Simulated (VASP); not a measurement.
# Ti3Al (Fm-3m) in VASP: single point with PBE

Aim: the single point of Ti3Al with PBE.

Program: VASP 6.6.1. These are calculated values, not measurements. Logs are shortened: lines on timing, memory, paths and dates and some standing lists are left out, and cuts for length are marked.

**1. The crystal as given**

It takes space group Fm-3m (No. 225, cubic). The conventional cell has a = 6.464 Å, b = 6.464 Å, c = 6.464 Å, α = 90.00°, β = 90.00°, γ = 90.00°. Ti (site symmetry -43m) has 4 Ti at 2.80 Å and 4 Al at 2.80 Å as nearest neighbours. Around Ti (site symmetry m-3m) lie 8 Ti at 2.80 Å. Around Al (site symmetry m-3m) lie 8 Ti at 2.80 Å.

The cell comes from a database or a generator and needn't be the stable form of this composition.

**2. Single point, PBE**

Input file INCAR:

```
SYSTEM = Ti3Al
PREC = Accurate
ENCUT = 520
EDIFF = 1E-6
ISMEAR = -1
SIGMA = 0.1
LREAL = .False.
LASPH = .True.
NELM = 100
ALGO = Normal
ISIF = 2
LWAVE = .False.
LCHARG = .False.
GGA = PE
NBANDS = 28
```

Input file KPOINTS:

```
regular mesh
0
Gamma
  6 6 6
  0 0 0
```

Input file POSCAR:

```
Ti3Al
1.0
    4.5704290000      0.0000000000      0.0000000000
    2.2852145000      3.9581076202      0.0000000000
    2.2852145000      1.3193692067      3.7317396519
Ti Al
3 1
Direct
    0.7500000000      0.7500000000      0.7500000000
    0.2500000000      0.2500000000      0.2500000000
    0.0000000000      0.0000000000      0.0000000000
    0.5000000000      0.5000000000      0.5000000000
```

Potentials or basis: VASP PAW PBE potentials, release 64 (Ti_sv, Al).

On the command line:

```bash
$ cat potpaw_PBE.64/Ti_sv/POTCAR potpaw_PBE.64/Al/POTCAR > POTCAR
$ mpirun -np 1 vasp_std > vasp.out
```

OUTCAR:

```text
SYSTEM = Ti3Al
   PREC = Accurate
   ENCUT = 520
   EDIFF = 1E-6
   ISMEAR = -1
   LREAL = .False.
   LASPH = .True.
   NELM = 100
   ISIF = 2
   GGA = PE

 ion  position               nearest neighbor table
   1  0.750  0.750  0.750-   4 2.80   3 2.80   4 2.80   3 2.80   3 2.80   4 2.80   4 2.80   3 2.80

   2  0.250  0.250  0.250-   3 2.80   4 2.80   4 2.80   3 2.80   4 2.80   3 2.80   3 2.80   4 2.80

   3  0.000  0.000  0.000-   1 2.80   2 2.80   2 2.80   1 2.80   2 2.80   1 2.80   1 2.80   2 2.80

   4  0.500  0.500  0.500-   2 2.80   1 2.80   2 2.80   1 2.80   1 2.80   2 2.80   2 2.80   1 2.80

  LATTYP: Found a face centered cubic cell.
 ALAT       =     6.4635626777

  Lattice vectors:

 A1 = (   4.5704290000,   0.0000000000,   0.0000000000)
 A2 = (   2.2852145000,   3.9581076202,   0.0000000000)
 A3 = (   2.2852145000,   1.3193692067,   3.7317396519)

Analysis of symmetry for initial positions (statically):
=====================================================================
 Subroutine PRICEL returns:
 Original cell was already a primitive cell.

 Routine SETGRP: Setting up the symmetry group for a
 face centered cubic supercell.

 Subroutine GETGRP returns: Found 48 space group operations
 (whereof 48 operations were pure point group operations)
 out of a pool of 48 trial point group operations.

The static configuration has the point symmetry O_h .

Analysis of symmetry for dynamics (positions and initial velocities):
=====================================================================
 Subroutine PRICEL returns:
 Original cell was already a primitive cell.

 Routine SETGRP: Setting up the symmetry group for a
 face centered cubic supercell.

 Subroutine GETGRP returns: Found 48 space group operations
 (whereof 48 operations were pure point group operations)
 out of a pool of 48 trial point group operations.

The dynamic configuration has the point symmetry O_h .

 Subroutine INISYM returns: Found 48 space group operations
 (whereof 48 operations are pure point group operations),
 and found     1 'primitive' translations

----------------------------------------------------------------------------------------

                                     Primitive cell

  volume of cell :      67.5081

  direct lattice vectors                    reciprocal lattice vectors
[... 79 lines left out ...]
   LASPH  =      T    aspherical Exc in radial PAW
   ENCUT  =  520.0 eV  38.22 Ry    6.18 a.u.   8.50  8.50  8.50*2*pi/ulx,y,z
   NELM   =    100;   NELMIN=  2; NELMDL= -5     # of ELM steps
   EDIFF  = 0.1E-05   stopping-criterion for ELM
   LREAL  =      F    real-space projection
   EDIFFG = 0.1E-04   stopping-criterion for IOM
   NSW    =      0    number of steps for IOM
   IBRION =     -1    ionic relax: 0-MD 1-quasi-New 2-CG
   NFREE  =      0    steps in history (QN), initial steepest desc. (CG)
   ISIF   =      2    stress and relaxation
   ISYM   =      2    0-nonsym 1-usesym 2-fastsym
   POTIM  = 0.5000    time-step for ionic-motion
   TEBEG  =    0.0;   TEEND  =   0.0 temperature during run
   PSTRESS=    0.0 pullay stress
   NELECT =      39.0000    total number of electrons
   NUPDOWN=      -1.0000    fix difference up-down
   EMIN   =  10.00;   EMAX   =-10.00  energy-range for DOS
   EFERMI =   0.00;   METHOD = LEGACY
   ISMEAR =    -1;   SIGMA  =   0.10  broadening in eV -4-tet -1-fermi 0-gaus
   EFERMI_NEDOS =   21; number of points for ismear=-14 and -15
   IALGO  =     38    algorithm
   IMIX   =      4    mixing-type and parameters
     AMIX     =   0.40;   BMIX     =  1.00
     AMIX_MAG =   1.60;   BMIX_MAG =  1.00
  volume/ion in A,a.u.               =      16.88       113.89
  Fermi-wavevector in a.u.,A,eV,Ry     =   1.363466  2.576578 25.293778  1.859040
  Thomas-Fermi vector in A             =   2.489867
   LORBIT       =      0    0 simple, 1 ext, 2 COOP (PROOUT), +10 PAW based schemes
   GGA     = PE    functional components
   LHFCALC =     F    Hartree Fock is set to
   AEXX    =    0.0000 exact exchange contribution
   IVDW    =     0    specifies the selected vdW correction
   LEPSILON=     F    determine dielectric tensor
   LRPA    =     F    only Hartree local field effects (RPA)
 non-spin polarized calculation
  energy-cutoff  :      520.00
  volume of cell :       67.51
 maximum number of plane-waves:      1853
 NGX is ok and might be reduce to    36
   NGX = 17   NGY = 17   NGZ = 17

 number of electron      39.0000007 magnetization

 Free energy of the ion-electron system (eV)
  ---------------------------------------------------
  ext. energy  EPLUGINS =         0.00000000
  ---------------------------------------------------
  free energy    TOTEN  =       -27.92959886 eV

  energy without entropy =      -27.69375684  energy(sigma->0) =      -27.81167785

 E-fermi :   8.0868     XC(G=0): -11.2532

 val. band max:        8.0729836492   @ k =   0.3333   0.1667   0.0000
 cond. band min:       8.1129640697   @ k =   0.0000   0.0000   0.0000
 fundamental gap:      0.0399804205
 Fermi energy:         8.0868104846

 k-point     1 :       0.0000    0.0000    0.0000
  band No.  band energies     occupation
      1     -48.5248      2.00000
      2     -48.4634      2.00000
      3     -48.2124      2.00000
      4     -24.8043      2.00000
      5     -24.8043      2.00000
      6     -24.8043      2.00000
[... 485 lines left out ...]
     27      10.6644      0.00000
     28      10.8545      0.00000

------------------------ aborting loop because EDIFF is reached ----------------------------------------

  FORCE on cell =-STRESS in cart. coord.  units (eV):
  Direction    XX          YY          ZZ          XY          YZ          ZX
  --------------------------------------------------------------------------------------
  -------------------------------------------------------------------------------------
  Total       -0.3951298     -0.3951298     -0.3951298      0.0000000      0.0000000      0.0000000
  in kB       -9.3776585     -9.3776585     -9.3776585      0.0000000      0.0000000      0.0000000
  external PRESSURE =      -9.3776585 kB  Pullay stress =       0.0000000 kB

 VOLUME and BASIS-vectors are now :
 -----------------------------------------------------------------------------
  energy-cutoff  :      520.00
  volume of cell :       67.51
      direct lattice vectors                 reciprocal lattice vectors
     4.570429000  0.000000000  0.000000000     0.218797842 -0.126322993 -0.089323845
     2.285214500  3.958107620  0.000000000     0.000000000  0.252645985 -0.089323845
     2.285214500  1.319369207  3.731739652     0.000000000  0.000000000  0.267971534

 POSITION                                       TOTAL-FORCE (eV/Angst)
 -----------------------------------------------------------------------------------
      6.85564      3.95811      2.79880         0.000000     -0.000000     -0.000000
      2.28521      1.31937      0.93293        -0.000000      0.000000      0.000000
      0.00000      0.00000      0.00000        -0.000000      0.000000      0.000000
      4.57043      2.63874      1.86587        -0.000000      0.000000      0.000000
 -----------------------------------------------------------------------------------
    total drift:                                0.000000      0.000000      0.000000

  FREE ENERGIE OF THE ION-ELECTRON SYSTEM (eV)
  ---------------------------------------------------
  free  energy   TOTEN  =       -27.9295988629 eV

  energy  without entropy=      -27.6937568383  energy(sigma->0) =      -27.81167785
```

stdout:

```text
POSCAR found type information on POSCAR TiAl
 POSCAR found :  2 types and       4 ions
 scaLAPACK will be used
 LDA part: xc-table for (Slater+PW92), standard interpolation
 POSCAR, INCAR and KPOINTS ok, starting setup
 FFT: planning ... GRIDC
 FFT: planning ... GRID_SOFT
 FFT: planning ... GRID
 WAVECAR not read
 entering main loop
```

Wall time 37 s (1 thread of Intel Xeon Platinum 8375C at 2.90GHz (Ice Lake), shared host); peak memory 0.2 GiB.

Results:

```yaml
Free_energy: -27.9296 eV
Pressure: -0.9 GPa
Band_gap_on_the_k_mesh: none (metal or under the smearing width)
```
